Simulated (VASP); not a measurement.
# Li16H (a cell with a defect) in VASP: a series of runs

Runs on Li16H (a cell with a defect). Level: r2SCAN. Tasks: single point.

All numbers are computed with VASP 6.6.1; they aren't measurements. Logs are shortened: lines on timing, memory, paths and dates and some standing lists are left out, and cuts for length are marked.

**1. Starting point**

The cell holds a defect, 17 atoms: a = 6.980 Å, b = 6.980 Å, c = 6.980 Å, α = 90.00°, β = 90.00°, γ = 90.00°.

The cell was built by a generator and needn't be a form met in nature.

**2. Single point, r2SCAN**

File POSCAR:

```
Li16H
1.0
    6.9800000000      0.0000000000      0.0000000000
    0.0000000000      6.9800000000      0.0000000000
    0.0000000000      0.0000000000      6.9800000000
Li H
16 1
Direct
    0.0105300860     -0.0085816619      0.0170200573
    0.4925787966     -0.0284097421      0.0047994269
    0.0015616046      0.4856446991      0.0055873926
   -0.0069914040      0.0222492837      0.5130659026
    0.2458452722      0.2445558739      0.2423782235
    0.5126074499      0.5279942693      0.0132521490
    0.4924928367     -0.0002005731      0.4915902579
    0.7148567335      0.2587249284      0.2664040115
   -0.0019627507      0.4900000000      0.4869484241
    0.2366332378      0.7342979943      0.2330085960
    0.2472063037      0.2557306590      0.7605444126
    0.4988252149      0.4955730659      0.4888681948
    0.7527650430      0.7889971347      0.2387249284
    0.7614899713      0.2734383954      0.7566475645
    0.2675931232      0.7237392550      0.7358166189
    0.7671489971      0.7541690544      0.7663753582
    0.6998567335      0.8656876791      0.0369627507
```

File INCAR.step1:

```
SYSTEM = Li16H
PREC = Accurate
ENCUT = 520
ISMEAR = -1
SIGMA = 0.15
LREAL = Auto
LASPH = .True.
NELM = 100
NBANDS = 38
GGA = PE
ALGO = Normal
EDIFF = 1E-4
LWAVE = .True.
LCHARG = .False.
```

File INCAR.step2:

```
SYSTEM = Li16H
PREC = Accurate
ENCUT = 520
EDIFF = 1E-6
ISMEAR = -1
SIGMA = 0.15
LREAL = Auto
LASPH = .True.
NELM = 100
ALGO = Normal
ISIF = 2
LWAVE = .False.
LCHARG = .False.
METAGGA = R2SCAN
LMIXTAU = .True.
NBANDS = 38
ISTART = 1
```

File KPOINTS:

```
Automatic mesh
0
Gamma
  2 2 2
  0 0 0
```

Potentials or basis: VASP PAW PBE potentials, release 64 (Li_sv, H).

Launch:

```bash
cat potpaw_PBE.64/Li_sv/POTCAR potpaw_PBE.64/H/POTCAR > POTCAR
cp INCAR.step1 INCAR
mpirun -np 1 vasp_std > vasp.out
cp INCAR.step2 INCAR
mpirun -np 1 vasp_std > vasp.out
```

OUTCAR:

```text
SYSTEM = Li16H
   PREC = Accurate
   ENCUT = 520
   EDIFF = 1E-6
   ISMEAR = -1
   LREAL = Auto
   LASPH = .True.
   NELM = 100
   ISIF = 2
   METAGGA = R2SCAN
   ISTART = 1

 ion  position               nearest neighbor table
   1  0.011  0.991  0.017-
   2  0.493  0.972  0.005-  17 1.64
   3  0.002  0.486  0.006-
   4  0.993  0.022  0.513-
   5  0.246  0.245  0.242-
   6  0.513  0.528  0.013-
   7  0.492  1.000  0.492-
   8  0.715  0.259  0.266-
   9  0.998  0.490  0.487-
  10  0.237  0.734  0.233-
  11  0.247  0.256  0.761-
  12  0.499  0.496  0.489-
  13  0.753  0.789  0.239-  17 1.55
  14  0.761  0.273  0.757-
  15  0.268  0.724  0.736-
  16  0.767  0.754  0.766-
  17  0.700  0.866  0.037-  13 1.55   2 1.64

  LATTYP: Found a simple cubic cell.
 ALAT       =     6.9800000000

  Lattice vectors:

 A1 = (   6.9800000000,   0.0000000000,   0.0000000000)
 A2 = (   0.0000000000,   6.9800000000,   0.0000000000)
 A3 = (   0.0000000000,   0.0000000000,   6.9800000000)

Analysis of symmetry for initial positions (statically):
=====================================================================
 Subroutine PRICEL returns:
 Original cell was already a primitive cell.

 Routine SETGRP: Setting up the symmetry group for a
 simple cubic supercell.

 Subroutine GETGRP returns: Found  1 space group operations
 (whereof  1 operations were pure point group operations)
 out of a pool of 48 trial point group operations.

The static configuration has the point symmetry C_1 .

Analysis of symmetry for dynamics (positions and initial velocities):
=====================================================================
 Subroutine PRICEL returns:
 Original cell was already a primitive cell.

 Routine SETGRP: Setting up the symmetry group for a
 simple cubic supercell.

 Subroutine GETGRP returns: Found  1 space group operations
 (whereof  1 operations were pure point group operations)
 out of a pool of 48 trial point group operations.

The dynamic configuration has the point symmetry C_1 .

 Subroutine INISYM returns: Found  1 space group operations
 (whereof  1 operations are pure point group operations),
 and found     1 'primitive' translations

----------------------------------------------------------------------------------------

                                     Primitive cell

  volume of cell :     340.0684

  direct lattice vectors                    reciprocal lattice vectors
     6.980000000  0.000000000  0.000000000     0.143266476  0.000000000  0.000000000
     0.000000000  6.980000000  0.000000000     0.000000000  0.143266476  0.000000000
     0.000000000  0.000000000  6.980000000     0.000000000  0.000000000  0.143266476

  length of vectors
     6.980000000  6.980000000  6.980000000     0.143266476  0.143266476  0.143266476

  position of ions in fractional coordinates (direct lattice)
     0.010530086  0.991418338  0.017020057
     0.492578797  0.971590258  0.004799427
     0.001561605  0.485644699  0.005587393
     0.993008596  0.022249284  0.513065903
     0.245845272  0.244555874  0.242378223
     0.512607450  0.527994269  0.013252149
[... 9 lines left out ...]
     0.767148997  0.754169054  0.766375358
     0.699856733  0.865687679  0.036962751

  ion indices of the primitive-cell ions
   primitive index   ion index
                 1           1
                 2           2
                 3           3
                 4           4
                 5           5
                 6           6
[... 9 lines left out ...]
                16          16
                17          17

----------------------------------------------------------------------------------------

 KPOINTS: Automatic mesh

Automatic generation of k-mesh.
 Grid dimensions read from file:
 generate k-points for:    2    2    2

 Generating k-lattice:

  Cartesian coordinates                     Fractional coordinates (reciprocal lattice)
     0.071633238  0.000000000  0.000000000     0.500000000  0.000000000  0.000000000
[... 49 lines left out ...]
  ---------------------------------------------------
  free energy    TOTEN  =       -41.50786193 eV

  energy without entropy =      -40.84648399  energy(sigma->0) =      -41.17717296

 E-fermi :   0.4097     XC(G=0):  -7.3593

 val. band max:        0.3987221161   @ k =   0.0000   0.5000   0.5000
 cond. band min:       0.4219867504   @ k =   0.5000   0.0000   0.5000
 fundamental gap:      0.0232646342
 Fermi energy:         0.4096615653

 k-point     1 :       0.0000    0.0000    0.0000
  band No.  band energies     occupation
      1     -47.8620      2.00000
      2     -47.8126      2.00000
      3     -47.7584      2.00000
      4     -47.7419      2.00000
      5     -47.7151      2.00000
      6     -47.7126      2.00000
[... 28 lines left out ...]
     35       3.8727      0.00000
     36       4.0185      0.00000

 k-point     2 :       0.5000    0.0000    0.0000
  band No.  band energies     occupation
      1     -47.8620      2.00000
      2     -47.8126      2.00000
      3     -47.7584      2.00000
      4     -47.7419      2.00000
      5     -47.7151      2.00000
      6     -47.7127      2.00000
[... 28 lines left out ...]
     35       3.9798      0.00000
     36       4.0020      0.00000

 k-point     3 :       0.0000    0.5000    0.0000
  band No.  band energies     occupation
      1     -47.8620      2.00000
      2     -47.8126      2.00000
      3     -47.7584      2.00000
      4     -47.7419      2.00000
      5     -47.7151      2.00000
      6     -47.7127      2.00000
[... 28 lines left out ...]
     35       3.9658      0.00000
     36       3.9873      0.00000
[... 118 lines left out ...]
 k-point     7 :       0.5000    0.0000    0.5000
  band No.  band energies     occupation
      1     -47.8620      2.00000
      2     -47.8126      2.00000
      3     -47.7584      2.00000
      4     -47.7419      2.00000
      5     -47.7152      2.00000
      6     -47.7126      2.00000
[... 28 lines left out ...]
     35       4.4983      0.00000
     36       4.6535      0.00000

 k-point     8 :       0.5000    0.5000    0.5000
  band No.  band energies     occupation
      1     -47.8620      2.00000
      2     -47.8126      2.00000
      3     -47.7584      2.00000
      4     -47.7418      2.00000
      5     -47.7150      2.00000
      6     -47.7128      2.00000
[... 28 lines left out ...]
     35       3.3391      0.00000
     36       3.4288      0.00000
 [bands above 36 left out]

------------------------ aborting loop because EDIFF is reached ----------------------------------------

  FORCE on cell =-STRESS in cart. coord.  units (eV):
  Direction    XX          YY          ZZ          XY          YZ          ZX
  --------------------------------------------------------------------------------------
  -------------------------------------------------------------------------------------
  Total       -0.2788020     -0.3826578      0.6069037     -0.9129344     -0.7981634      0.4264712
  in kB       -1.3135304     -1.8028306      2.8593290     -4.3011430     -3.7604180      2.0092502
  external PRESSURE =      -0.0856773 kB  Pullay stress =       0.0000000 kB

 VOLUME and BASIS-vectors are now :
 -----------------------------------------------------------------------------
  energy-cutoff  :      520.00
  volume of cell :      340.07
      direct lattice vectors                 reciprocal lattice vectors
     6.980000000  0.000000000  0.000000000     0.143266476  0.000000000  0.000000000
     0.000000000  6.980000000  0.000000000     0.000000000  0.143266476  0.000000000
     0.000000000  0.000000000  6.980000000     0.000000000  0.000000000  0.143266476

 POSITION                                       TOTAL-FORCE (eV/Angst)
 -----------------------------------------------------------------------------------
      0.07350      6.92010      0.11880        -0.318411      0.001696     -0.126722
      3.43820      6.78170      0.03350        -0.392752      0.446296     -0.158627
      0.01090      3.38980      0.03900         0.000718      0.059495      0.066397
      6.93120      0.15530      3.58120         0.172233     -0.080718     -0.064718
      1.71600      1.70700      1.69180         0.067278      0.053226      0.052589
      3.57800      3.68540      0.09250         0.098587     -0.100261      0.039887
[... 9 lines left out ...]
      5.35470      5.26410      5.34930        -0.146706      0.109602      0.104019
      4.88500      6.04250      0.25800         0.516652     -0.016061     -1.162280
 -----------------------------------------------------------------------------------
    total drift:                               -0.025103      0.095207     -0.014152

  FREE ENERGIE OF THE ION-ELECTRON SYSTEM (eV)
  ---------------------------------------------------
  free  energy   TOTEN  =       -41.5078619297 eV

  energy  without entropy=      -40.8464839947  energy(sigma->0) =      -41.17717296
```

Run time: 14 min. Hardware: 1 thread of Intel Xeon Platinum 8488C (Sapphire Rapids), shared host; peak memory 0.43 GiB.

Results:

| Item | Value |
| --- | --- |
| Free energy | -41.5079 eV |
| Largest force | 1.272 eV/Å |
| Band gap on the k mesh | none (metal or under the smearing width) |

Forces in eV/Å, atoms in the order of the input:
```
Li  -0.318  0.002 -0.127
Li  -0.393  0.446 -0.159
Li   0.001  0.059  0.066
Li   0.172 -0.081 -0.065
Li   0.067  0.053  0.053
Li   0.099 -0.100  0.040
Li  -0.097 -0.057  0.151
Li   0.289 -0.147 -0.301
Li  -0.087  0.114 -0.029
Li   0.014  0.071  0.282
Li   0.146  0.015  0.031
Li  -0.010  0.136  0.048
Li   0.243 -0.581  1.037
Li  -0.183 -0.144  0.011
Li  -0.312  0.121  0.020
Li  -0.147  0.110  0.104
H    0.517 -0.016 -1.162
```

Levels at points of the mesh, in eV from the Fermi level:
```csv
k point,band 21,band 22,band 23,band 24,band 25,band 26,band 27,band 28
"(0.00, 0.00, 0.00)",-1.08,-1.04,-0.98,-0.29,0.40,0.41,0.42,0.42
"(0.50, 0.00, 0.00)",-0.62,-0.58,-0.51,-0.49,-0.42,-0.37,0.65,1.22
"(0.00, 0.50, 0.00)",-0.58,-0.57,-0.52,-0.51,-0.48,-0.43,0.62,1.19
"(0.00, 0.00, 0.50)",-0.58,-0.55,-0.52,-0.49,-0.47,-0.39,0.68,1.15
"(0.50, 0.50, 0.00)",-1.37,-0.04,0.02,0.06,0.09,0.12,0.20,0.26
"(0.00, 0.50, 0.50)",-1.44,-0.04,-0.01,0.06,0.11,0.16,0.18,0.28
"(0.50, 0.00, 0.50)",-1.30,-0.06,0.01,0.05,0.09,0.14,0.18,0.22
"(0.50, 0.50, 0.50)",-1.78,-1.74,-1.68,-1.67,0.49,2.43,2.54,2.60
```

Caveat: the k mesh is coarse (spacing up to 0.45 Å⁻¹), so the values aren't converged; the cutoff is under 1.25 times the usual one of these potentials, so pressure, stress and relaxed cells hold a basis-set (Pulay) error; the PAW data sets were made with another functional, which shifts forces and pressure a little.

**3. Single point, r2SCAN**

File POSCAR:

```
Li16H
1.0
    6.9800000000      0.0000000000      0.0000000000
    0.0000000000      6.9800000000      0.0000000000
    0.0000000000      0.0000000000      6.9800000000
Li H
16 1
Direct
    0.0026217765      0.0061318052      0.0274498567
    0.4888252149     -0.0127793696      0.0138538682
    0.0207593123      0.4755873926      0.0249283668
   -0.0085243553      0.0415902579      0.5231518625
    0.2315329513      0.2371346705      0.2209742120
    0.5298137536      0.5559885387      0.0208739255
    0.4837965616     -0.0198280802      0.4868194842
    0.6902865330      0.2685959885      0.2674068768
   -0.0020630372      0.4858309456      0.4812464183
    0.2075071633      0.7310028653      0.1921060172
    0.2455444126      0.2901719198      0.7736389685
    0.4903295129      0.4970630372      0.4668481375
    0.7647994269      0.8118624642      0.2474212034
    0.7505300860      0.2871489971      0.7487392550
    0.2737106017      0.7160744986      0.7264183381
    0.7705157593      0.7497994269      0.7794269341
    0.7221060172      0.8170057307     -0.0109885387
```

File INCAR.step1:

```
SYSTEM = Li16H
  ALGO = Normal
  EDIFF = 1E-4
  ENCUT = 520
  GGA = PE
  ISMEAR = -1
  LASPH = .TRUE.
  LCHARG = .FALSE.
  LREAL = Auto
  LWAVE = .TRUE.
  NBANDS = 38
  NELM = 100
  PREC = Accurate
  SIGMA = 0.15
```

File INCAR.step2:

```
SYSTEM = Li16H
  ALGO = Normal
  EDIFF = 1E-6
  ENCUT = 520
  ISIF = 2
  ISMEAR = -1
  ISTART = 1
  LASPH = .TRUE.
  LCHARG = .TRUE.
  LELF = .TRUE.
  LMIXTAU = .TRUE.
  LREAL = Auto
  LVHAR = .TRUE.
  LWAVE = .FALSE.
  METAGGA = R2SCAN
  NBANDS = 38
  NELM = 100
  PREC = Accurate
  SIGMA = 0.15
```

File KPOINTS:

```
k-points
0
G
  2 2 2
  0 0 0
```

Potentials or basis: VASP PAW PBE potentials, release 64 (Li_sv, H).

Launch:

```bash
cat potpaw_PBE.64/Li_sv/POTCAR potpaw_PBE.64/H/POTCAR > POTCAR
cp INCAR.step1 INCAR
mpirun -np 1 vasp_std > vasp.out
cp INCAR.step2 INCAR
mpirun -np 1 vasp_std > vasp.out
```

It took 7.9 min on 1 thread of Intel Xeon 6975P-C (Granite Rapids), shared host; peak memory 0.43 GiB.

Results (log left out):

```
Free energy            : -41.1183 eV
Largest force          : 1.159 eV/Å
Band gap on the k mesh : none (metal or under the smearing width)
```

Forces on the atoms (eV/Å):
```
Li  -0.383  0.021 -0.533
Li   0.200 -0.051 -0.275
Li  -0.568  0.053 -0.213
Li   0.205 -0.109 -0.161
Li   0.372  0.034  0.384
Li   0.099  0.026 -0.003
Li  -0.112  0.113  0.131
Li   0.469 -0.195 -0.291
Li  -0.114  0.210 -0.055
Li   0.419  0.154  0.540
Li   0.297 -0.193 -0.087
Li  -0.158  0.232  0.161
Li  -0.065 -0.428  0.073
Li  -0.218 -0.109  0.208
Li  -0.333  0.114  0.124
Li   0.238 -0.242 -1.045
H   -0.351  0.371  1.040
```

Levels at points of the mesh, in eV from the Fermi level:
```tsv
k point	band 22	band 23	band 24	band 25	band 26	band 27
(0.00, 0.00, 0.00)	-1.04	-0.97	-0.23	0.39	0.43	0.47
(0.50, 0.00, 0.00)	-0.63	-0.54	-0.45	-0.39	-0.33	0.61
(0.00, 0.50, 0.00)	-0.59	-0.56	-0.49	-0.42	-0.40	0.67
(0.00, 0.00, 0.50)	-0.55	-0.51	-0.44	-0.39	-0.30	0.82
(0.50, 0.50, 0.00)	-0.12	-0.05	-0.02	0.10	0.14	0.29
(0.00, 0.50, 0.50)	-0.22	-0.07	0.04	0.15	0.21	0.27
(0.50, 0.00, 0.50)	-0.16	-0.10	0.03	0.15	0.21	0.27
(0.50, 0.50, 0.50)	-1.72	-1.65	-1.59	0.51	2.24	2.34
```

Caveat: the k mesh is coarse (spacing up to 0.45 Å⁻¹), so the values aren't converged; the cutoff is under 1.25 times the usual one of these potentials, so pressure, stress and relaxed cells hold a basis-set (Pulay) error; the PAW data sets were made with another functional, which shifts forces and pressure a little.

**4. Single point, r2SCAN**

File POSCAR:

```
Li16H
1.0
    6.9800000000      0.0000000000      0.0000000000
    0.0000000000      6.9800000000      0.0000000000
    0.0000000000      0.0000000000      6.9800000000
Li H
16 1
Direct
   -0.0021203438      0.0205014327      0.0277650430
    0.4924785100     -0.0003295129      0.0269054441
    0.0339111748      0.4670916905      0.0459312321
   -0.0025358166      0.0477077364      0.5197421203
    0.2251575931      0.2358882521      0.2206017192
    0.5309455587      0.5730229226      0.0182378223
    0.4922349570     -0.0265902579      0.4943553009
    0.6719484241      0.2756017192      0.2662893983
   -0.0002435530      0.4970343840      0.4863323782
    0.1993696275      0.7368767908      0.1683237822
    0.2458022923      0.3185959885      0.7753008596
    0.4761461318      0.4991977077      0.4583954155
    0.7606303725      0.8177936963      0.2610171920
    0.7381232092      0.2908452722      0.7363323782
    0.2669054441      0.7102722063      0.7230659026
    0.7721203438      0.7417621777      0.7843982808
    0.7097707736      0.7841117479      0.0182234957
```

File INCAR.step1:

```
SYSTEM = Li16H
PREC = Accurate ; ENCUT = 520
ISMEAR = -1 ; SIGMA = 0.15
LREAL = Auto ; LASPH = .TRUE.
NELM = 100 ; NBANDS = 38
GGA = PE ; ALGO = Normal
EDIFF = 1E-4 ; LWAVE = .TRUE.
LCHARG = .FALSE.
```

File INCAR.step2:

```
SYSTEM = Li16H
PREC = Accurate ; ENCUT = 520
EDIFF = 1E-6 ; ISMEAR = -1
SIGMA = 0.15 ; LREAL = Auto
LASPH = .TRUE. ; NELM = 100
ALGO = Normal ; ISIF = 2
LWAVE = .FALSE. ; LCHARG = .FALSE.
METAGGA = R2SCAN ; LMIXTAU = .TRUE.
NBANDS = 38 ; ISTART = 1
```

File KPOINTS:

```
Automatic mesh
0
G
  2 2 2
  0 0 0
```

Launch:

```bash
cat potpaw_PBE.64/Li_sv/POTCAR potpaw_PBE.64/H/POTCAR > POTCAR
cp INCAR.step1 INCAR
mpirun -np 1 vasp_std > vasp.out
cp INCAR.step2 INCAR
mpirun -np 1 vasp_std > vasp.out
```

Wall time 8.1 min (1 thread of Intel Xeon 6975P-C (Granite Rapids), shared host); peak memory 0.42 GiB.

It converged, with:

```
Free energy            : -40.7551 eV
Largest force          : 1.021 eV/Å
Band gap on the k mesh : none (metal or under the smearing width)
```

Forces in eV/Å, atoms in the order of the input:
```
Li  -0.469  0.035 -0.578
Li   0.146 -0.156 -0.395
Li  -0.951  0.038 -0.371
Li   0.175 -0.130 -0.085
Li   0.578 -0.057  0.607
Li   0.096 -0.107  0.076
Li  -0.257  0.159  0.165
Li   0.617 -0.249 -0.250
Li  -0.125  0.108 -0.159
Li   0.501  0.305  0.683
Li   0.314 -0.445 -0.093
Li  -0.228  0.321  0.125
Li   0.116 -0.453  0.189
Li  -0.150 -0.059  0.208
Li  -0.265  0.382  0.198
Li   0.193  0.038 -0.431
H   -0.292  0.272  0.111
```

Levels at points of the mesh, in eV from the Fermi level:
| k point | band 22 | band 23 | band 24 | band 25 | band 26 | band 27 |
| --- | --- | --- | --- | --- | --- | --- |
| (0.00, 0.00, 0.00) | -1.03 | -0.96 | -0.21 | 0.41 | 0.44 | 0.47 |
| (0.50, 0.00, 0.00) | -0.63 | -0.54 | -0.44 | -0.36 | -0.31 | 0.61 |
| (0.00, 0.50, 0.00) | -0.62 | -0.54 | -0.48 | -0.42 | -0.36 | 0.68 |
| (0.00, 0.00, 0.50) | -0.55 | -0.53 | -0.41 | -0.36 | -0.29 | 0.90 |
| (0.50, 0.50, 0.00) | -0.20 | -0.12 | -0.04 | 0.15 | 0.20 | 0.32 |
| (0.00, 0.50, 0.50) | -0.29 | -0.11 | 0.01 | 0.14 | 0.27 | 0.31 |
| (0.50, 0.00, 0.50) | -0.19 | -0.11 | -0.01 | 0.18 | 0.23 | 0.30 |
| (0.50, 0.50, 0.50) | -1.71 | -1.62 | -1.55 | 0.50 | 2.13 | 2.29 |

Caveat: the k mesh is coarse (spacing up to 0.45 Å⁻¹), so the values aren't converged; the cutoff is under 1.25 times the usual one of these potentials, so pressure, stress and relaxed cells hold a basis-set (Pulay) error; the PAW data sets were made with another functional, which shifts forces and pressure a little.
